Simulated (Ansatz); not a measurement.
# Wurtzite SiC, size series (300 atoms) under strain, part 2 of 2

How stiff is wurtzite SiC, size series (300 atoms), and how do its levels respond to strain?

Ansatz 0.2.0; Kohn-Sham DFT, PBE, PAW (set soft_2), plane waves.

The cell: 150 Si and 150 C. Only the Γ point is sampled.

So far. Step 5 (Volume -3 %): The relaxation converged after 2 steps, 0 eV below its start, with a largest force component of 0.0058 eV/Å. Step 5 (Volume -3 %): Volume -3 %: the energy stands 1.99 eV above that of the reference, at a pressure of 6.91 GPa.

**6. Volume +3 %**

The relaxed cell is scaled to another volume.

Input and log are left out; they have the form of those shown for this kind of step.

Elapsed: 3.2 min, on 4 threads of Arm Neoverse V2, shared host; peak memory 5.4 GiB.

The relaxation converged after 2 steps, 0 eV below its start, with a largest force component of 0.0062 eV/Å.

Volume +3 %: the energy stands 1.80 eV above that of the reference, at a pressure of -5.96 GPa.

**7. Volume -6 %**

The relaxed cell is scaled to another volume.

Input and log are left out; they have the form of those shown for this kind of step.

Run time: 2.8 min. Hardware: 4 threads of Arm Neoverse V2, shared host; peak memory 5 GiB.

The relaxation converged after 2 steps, 0 eV below its start, with a largest force component of 0.010 eV/Å.

Volume -6 %: the energy stands 8.38 eV above that of the reference, at a pressure of 14.9 GPa.

**8. Volume +6 %**

The relaxed cell is scaled to another volume.

Input and log are left out; they have the form of those shown for this kind of step.

Run time: 3.1 min. Hardware: 4 threads of Arm Neoverse V2, shared host; peak memory 5.5 GiB; 12 min of CPU time.

The relaxation converged after 2 steps, 1.0e-6 eV below its start, with a largest force component of 0.010 eV/Å.

Volume +6 %: the energy stands 6.87 eV above that of the reference, at a pressure of -11.1 GPa.

**9. Volume -10 %**

The relaxed cell is scaled to another volume.

Input and log are left out; they have the form of those shown for this kind of step.

Run time: 2.7 min. Hardware: 4 threads of Arm Neoverse V2, shared host; peak memory 4.8 GiB.

The relaxation converged after 2 steps, 0 eV below its start, with a largest force component of 0.016 eV/Å.

Volume -10 %: the energy stands 24.9 eV above that of the reference, at a pressure of 27.6 GPa.

**10. Stretched by 1 % along x**

The relaxed cell is strained along x alone, which gives the stiffness along x and its coupling to y and z.

Contents of input.yaml:

```yaml
crystal:
  lattice:
    - [15.6186, 0.0, 0.0]
    - [-7.8093, 13.39218, 0.0]
    - [0.0, 0.0, 15.21653]
  atoms:
    [... the 300 atom lines of step 4 ...]
kpoints:
  mp_grid: { grid: [1, 1, 1] }
hamiltonian:
  xc: pbe
scf:
  occupations: { method: fixed }
output:
  forces: true
  eigenvalues: true
  stress: true
relax:
  f_tol: 0.05
  max_steps: 70
```

Command:

```bash
> ansatz run input.yaml --threads 4 --pin off --max-ram 8192MiB --backend cpu --events-out ev --progress --plain --runs-dir out
```

Numbers of over 12 decimals in the logs are rounded to 6 here.

Log:

```text
[...]
Crystal: 300 atoms, lattice volume = 3182.797 Å³
Basis set: ecut = 420 eV, 62181 PW (Γ), exchange–correlation on 216×216×216 points (8 copies of the dense FFT grid, shifted against one another)
Bands: 900, of which v1, the nominal top of the filled ones, is band 600 counted from 1 (599 counted from 0)
Symmetry: 1 space group operations
[...]
k-points: 1
[...]
SCF iter   1: F=—  HF=-133069.479961 eV  |F-HF|=—  |Δ(HF+E_count)|=         —  Δρ=1.93e-3  dr2=9.96e-2  ethr=1.77e-3  ⟨swp⟩=5.0  Hψ=3429  notcnv=0  defer=298
[...]
SCF iter   6: F=-133069.495269 eV  HF=-133069.495269 eV  |F-HF|=4.48e-8  |Δ(HF+E_count)|=   1.58e-6  Δρ=2.11e-6  dr2=1.66e-7  ethr=1.82e-10  ⟨swp⟩=10.0  Hψ=5201  notcnv=0
SCF 1 converged in 6 iterations: F = -133069.495269 eV  dr2 = 1.66e-7
[...]
relax step   1: F+E_penalty+E_count = -133069.49526926 eV  Δ(F+E_penalty+E_count) = +0.000e0 eV  max|allowed force component| = 8.490e-2 eV/Å  Δτ_max = 0.0000 Å  (6 SCF iters, dr2 threshold 6.25e-5 eV, accepted)
[...]
relax step   2: F+E_penalty+E_count = -133069.51731965 eV  Δ(F+E_penalty+E_count) = -2.205e-2 eV  max|allowed force component| = 5.085e-2 eV/Å  Δτ_max = 0.0024 Å  (5 SCF iters, accepted)
[...]
relax step   3: F+E_penalty+E_count = -133069.53132282 eV  Δ(F+E_penalty+E_count) = -1.400e-2 eV  max|allowed force component| = 4.415e-4 eV/Å  Δτ_max = 0.0023 Å  (5 SCF iters, accepted)
SCF converged after 5 iterations
Free energy (F): -133069.531323 eV
[...]
Internal energy: -133069.531323 eV  (E = F + TS)
E sigma→0 (E₀):  -133069.531323 eV
Fermi energy:    9.346565 eV
[...]
--- Forces (eV/Å), atoms counted from 1 ---
  atom   1  Si    -0.00007635    -0.00030839     0.00005752
  atom   2  C     -0.00002913     0.00028798    -0.00010718
  atom   3  Si    -0.00007228     0.00030068    -0.00013690
  atom   4  C     -0.00001007    -0.00032983    -0.00008304
  atom   5  Si    -0.00004075    -0.00026756     0.00024845
  atom   6  C     -0.00001800     0.00033492     0.00001648
  atom   7  Si    -0.00003901     0.00029489     0.00009256
  atom   8  C      0.00001517    -0.00030631    -0.00006675
  atom   9  Si     0.00003519    -0.00031567    -0.00012627
  atom  10  C     -0.00001160     0.00028817    -0.00014507
  atom  11  Si     0.00000968     0.00019239     0.00025073
  atom  12  C     -0.00001605    -0.00032181     0.00005055
  atom  13  Si     0.00000297    -0.00031417     0.00013481
  atom  14  C      0.00002546     0.00030742    -0.00005306
[...]
atom 299  Si    -0.00001181     0.00027931     0.00025875
  atom 300  C     -0.00000956    -0.00029814     0.00000624
  max |Σ_I F_I| component: 2.01e-4 eV/Å
--- Stress (GPa, compression-positive) ---
       -4.808842      -0.000001      -0.000002
       -0.000001      -1.005293       0.000003
       -0.000002       0.000003      -0.483009
  P = ⅓ Tr σ = -2.0990 GPa (-20.990 kbar)
--- Band table (eV) ---
[...]
--- Relaxed structure (3 steps of the walk, 3 accepted, 0 SCFs on fresh bases) ---
  F+E_penalty+E_count = -133069.53132282 eV   max|allowed force component| = 4.415e-4 eV/Å
  atoms:
    - { symbol: Si, position: [0.999433, 0.999796, 0.00046248] }
    - { symbol: C, position: [0.066272, 0.133475, 0.041608] }
    - { symbol: Si, position: [0.066118, 0.133167, 0.167130] }
    - { symbol: C, position: [0.999279, 0.999489, 0.208274] }
[...]
- { symbol: C, position: [0.799279, 0.799488, 0.874940] }
```

Wall time 7.8 min (4 threads of Arm Neoverse V2, shared host); peak memory 5.3 GiB; 30 min of CPU time.

The relaxation converged after 3 steps, 0.0361 eV below its start, with a largest force component of 4.4e-4 eV/Å.

Stretched by 1 % along x: the energy stands 0.483 eV above that of the reference, at a pressure of -2.10 GPa.

**11. Compressed by 1 % along x**

The relaxed cell is strained along x alone, which gives the stiffness along x and its coupling to y and z.

Edit input.yaml of step 10 so:

```diff
@@ -2,4 +2,4 @@
   lattice:
-    - [15.6186, 0.0, 0.0]
-    - [-7.8093, 13.39218, 0.0]
+    - [15.30932, 0.0, 0.0]
+    - [-7.65466, 13.39218, 0.0]
     - [0.0, 0.0, 15.21653]
```

Log:

```text
[...]
Crystal: 300 atoms, lattice volume = 3119.772 Å³
Basis set: ecut = 420 eV, 61015 PW (Γ), exchange–correlation on 216×216×216 points (8 copies of the dense FFT grid, shifted against one another)
Bands: 900, of which v1, the nominal top of the filled ones, is band 600 counted from 1 (599 counted from 0)
Symmetry: 1 space group operations
[...]
k-points: 1
[...]
SCF iter   1: F=—  HF=-133069.459968 eV  |F-HF|=—  |Δ(HF+E_count)|=         —  Δρ=1.89e-3  dr2=8.86e-2  ethr=1.77e-3  ⟨swp⟩=5.0  Hψ=3437  notcnv=0  defer=290
[...]
SCF iter   5: F=-133069.475101 eV  HF=-133069.475100 eV  |F-HF|=8.53e-7  |Δ(HF+E_count)|=   1.13e-5  Δρ=8.16e-6  dr2=1.86e-6  ethr=1.49e-9  ⟨swp⟩=2.0  Hψ=1224  notcnv=0  defer=296
SCF iter   6: F=-133069.475101 eV  HF=-133069.475101 eV  |F-HF|=2.91e-8  |Δ(HF+E_count)|=   1.31e-6  Δρ=1.83e-6  dr2=1.22e-7  ethr=1.55e-10  ⟨swp⟩=11.0  Hψ=5312  notcnv=0
SCF 1 converged in 6 iterations: F = -133069.475101 eV  dr2 = 1.22e-7
[...]
relax step   1: F+E_penalty+E_count = -133069.47510112 eV  Δ(F+E_penalty+E_count) = +0.000e0 eV  max|allowed force component| = 9.453e-2 eV/Å  Δτ_max = 0.0000 Å  (6 SCF iters, dr2 threshold 6.25e-5 eV, accepted)
[...]
relax step   2: F+E_penalty+E_count = -133069.50181108 eV  Δ(F+E_penalty+E_count) = -2.671e-2 eV  max|allowed force component| = 5.733e-2 eV/Å  Δτ_max = 0.0024 Å  (5 SCF iters, accepted)
[...]
relax step   3: F+E_penalty+E_count = -133069.51927522 eV  Δ(F+E_penalty+E_count) = -1.746e-2 eV  max|allowed force component| = 9.929e-4 eV/Å  Δτ_max = 0.0024 Å  (5 SCF iters, accepted)
SCF converged after 5 iterations
Free energy (F): -133069.519275 eV
[...]
Internal energy: -133069.519275 eV  (E = F + TS)
E sigma→0 (E₀):  -133069.519275 eV
Fermi energy:    9.627416 eV
[...]
Σ components = -133069.519275   (vs F -133069.519275, Δ=0.00e0)
--- Forces (eV/Å), atoms counted from 1 ---
  atom   1  Si     0.00024699     0.00012097    -0.00023224
  atom   2  C      0.00005776     0.00000006     0.00040584
  atom   3  Si     0.00006482     0.00002344     0.00043871
  atom   4  C      0.00005252    -0.00004637     0.00029229
[...]
atom 300  C     -0.00012087     0.00012229    -0.00001877
  max |Σ_I F_I| component: 1.29e-3 eV/Å
--- Stress (GPa, compression-positive) ---
        5.061205       0.000001      -0.000002
        0.000001       1.050049       0.000003
       -0.000002       0.000003       0.515642
  P = ⅓ Tr σ = 2.2090 GPa (22.090 kbar)
--- Band table (eV) ---
[...]
--- Relaxed structure (3 steps of the walk, 3 accepted, 0 SCFs on fresh bases) ---
  F+E_penalty+E_count = -133069.51927522 eV   max|allowed force component| = 9.929e-4 eV/Å
  atoms:
    - { symbol: Si, position: [0.999456, 0.999844, 0.000290955] }
    - { symbol: C, position: [0.065940, 0.132811, 0.041778] }
    - { symbol: Si, position: [0.066093, 0.133116, 0.166955] }
    - { symbol: C, position: [0.999609, 1.000149, 0.208446] }
[...]
- { symbol: C, position: [0.799610, 0.800150, 0.875114] }
```

Run time: 5.8 min. Hardware: 4 threads; peak memory 5.4 GiB; 23 min of CPU time.

The relaxation converged after 3 steps, 0.0442 eV below its start, with a largest force component of 9.9e-4 eV/Å.

Compressed by 1 % along x: the energy stands 0.495 eV above that of the reference, at a pressure of 2.21 GPa.

**12. Sheared by 2 % in xy**

A shear of the relaxed cell gives the modulus that volume changes can't reach.

input.yaml, the sections that differ from step 11:

```yaml
crystal:
  lattice:
    - [15.46396, 0.15464, 0.0]
    - [-7.59806, 13.31486, 0.0]
    - [0.0, 0.0, 15.21653]
  atoms:
    [... the 300 atom lines of step 4 ...]
# kpoints, hamiltonian, scf, output, relax: as in step 11
```

Log:

```text
[...]
Crystal: 300 atoms, lattice volume = 3150.969 Å³
Basis set: ecut = 420 eV, 61587 PW (Γ), exchange–correlation on 216×216×216 points (8 copies of the dense FFT grid, shifted against one another)
Bands: 900, of which v1, the nominal top of the filled ones, is band 600 counted from 1 (599 counted from 0)
Symmetry: 1 space group operations
[...]
k-points: 1
[...]
SCF iter   1: F=—  HF=-133069.102170 eV  |F-HF|=—  |Δ(HF+E_count)|=         —  Δρ=1.89e-3  dr2=9.16e-2  ethr=1.77e-3  ⟨swp⟩=5.0  Hψ=3425  notcnv=0  defer=298
[...]
SCF iter   5: F=-133069.117432 eV  HF=-133069.117431 eV  |F-HF|=1.02e-6  |Δ(HF+E_count)|=   9.57e-6  Δρ=9.25e-6  dr2=2.38e-6  ethr=2.08e-9  ⟨swp⟩=2.0  Hψ=1218  notcnv=0  defer=298
SCF iter   6: F=-133069.117433 eV  HF=-133069.117433 eV  |F-HF|=2.50e-8  |Δ(HF+E_count)|=   1.64e-6  Δρ=2.05e-6  dr2=1.53e-7  ethr=1.98e-10  ⟨swp⟩=11.0  Hψ=5290  notcnv=0
SCF 1 converged in 6 iterations: F = -133069.117433 eV  dr2 = 1.53e-7
[...]
relax step   1: F+E_penalty+E_count = -133069.11743280 eV  Δ(F+E_penalty+E_count) = +0.000e0 eV  max|allowed force component| = 1.763e-1 eV/Å  Δτ_max = 0.0000 Å  (6 SCF iters, dr2 threshold 6.25e-5 eV, accepted)
[...]
relax step   2: F+E_penalty+E_count = -133069.19345236 eV  Δ(F+E_penalty+E_count) = -7.602e-2 eV  max|allowed force component| = 1.066e-1 eV/Å  Δτ_max = 0.0046 Å  (5 SCF iters, accepted)
[...]
relax step   3: F+E_penalty+E_count = -133069.24119374 eV  Δ(F+E_penalty+E_count) = -4.774e-2 eV  max|allowed force component| = 9.158e-4 eV/Å  Δτ_max = 0.0042 Å  (5 SCF iters, accepted)
SCF converged after 5 iterations
Free energy (F): -133069.241194 eV
[...]
Internal energy: -133069.241194 eV  (E = F + TS)
E sigma→0 (E₀):  -133069.241194 eV
Fermi energy:    9.529863 eV
[...]
Σ components = -133069.241194   (vs F -133069.241194, Δ=0.00e0)
--- Forces (eV/Å), atoms counted from 1 ---
  atom   1  Si     0.00027073     0.00009436    -0.00021145
  atom   2  C      0.00044187     0.00002743     0.00038043
  atom   3  Si     0.00009516     0.00001557     0.00040301
  atom   4  C     -0.00031561    -0.00006873     0.00011118
[...]
atom 300  C     -0.00050400     0.00011368    -0.00005164
  max |Σ_I F_I| component: 5.57e-4 eV/Å
--- Stress (GPa, compression-positive) ---
       -0.029928      -3.904877      -0.000002
       -3.904877       0.108525       0.000004
       -0.000002       0.000004      -0.015293
  P = ⅓ Tr σ = 0.0211 GPa (0.211 kbar)
--- Band table (eV) ---
[...]
--- Relaxed structure (3 steps of the walk, 3 accepted, 0 SCFs on fresh bases) ---
  F+E_penalty+E_count = -133069.24119374 eV   max|allowed force component| = 9.158e-4 eV/Å
  atoms:
    - { symbol: Si, position: [0.999396, 0.999815, 0.000377894] }
    - { symbol: C, position: [0.066670, 0.133127, 0.041692] }
    - { symbol: Si, position: [0.066152, 0.133145, 0.167042] }
    - { symbol: C, position: [0.998879, 0.999834, 0.208359] }
[...]
- { symbol: C, position: [0.798879, 0.799834, 0.875027] }
```

Wall time 5.7 min (4 threads); peak memory 5.4 GiB.

The relaxation converged after 3 steps, 0.124 eV below its start, with a largest force component of 9.2e-4 eV/Å.

Sheared by 2 % in xy: the energy stands 0.773 eV above that of the reference, at a pressure of 0.0211 GPa.

**13. Pressure against volume**

Atoms are relaxed at each volume, in the scaled cell.

```csv
volume change (%),volume (Å³/atom),energy change (meV/atom),pressure (GPa),largest move on relaxing (Å),bonds,gap (eV)
-10,9.454,83.09,27.60,0.00,600,2.80
-6,9.874,27.92,14.91,0.00,600,2.85
-3,10.189,6.62,6.91,0.00,600,2.88
+0,10.504,0.00,0.00,-,600,2.92
+3,10.819,6.01,-5.96,0.00,600,2.90
+6,11.135,22.91,-11.08,0.00,600,2.84
```

**14. Uniaxial strain and shear**

Stress (GPa, compression positive) less that of the relaxed cell, atoms relaxed:

```csv
strain,xx,yy,zz,xy,energy change (meV/atom)
stretched by 1 % along x,-4.810,-1.000,-0.489,-0.001,1.61
compressed by 1 % along x,5.060,1.055,0.510,-0.001,1.65
sheared by 2 % in xy,-0.031,0.114,-0.021,-3.906,2.58
```

**15. Findings**

The bulk modulus, from the slope of pressure against ln V over the three points nearest the relaxed volume, is 214 GPa; a quadratic over all points gives a pressure derivative of about 4.2. The gap goes from 2.80 eV at the smallest volume to 2.84 eV at the largest, not monotonically (lowest 2.80, highest 2.92 eV), on the run's k-points. In the Cartesian axes of the cell, finite differences give C11 = 494, C12 = 103, C13 = 49.9 and C66 = 195 GPa (the shear of 2 % is the engineering strain, εxy = 0.01).

Caveats: Strains are finite and relaxations stop at the force tolerance of the input, which can leave moduli too stiff; they are those of a static cell at zero temperature. Volumes are changed with the cell's shape held, so in an anisotropic solid the modulus lies over the one under free hydrostatic load. The program notes that the SCF threshold of the relaxations is loose for the stress.

The DFT runs together took 45 min of wall time.

[Logs are printed without paths, hosts, clocks, repeated set-up lines and the standing remarks that a program may print on its own settings, such as how far it seeks lower states.]

[Hosts, paths, dates, database ids (printed as entryN), source tags and the programs' standing remarks are cut or masked in the printed files.]
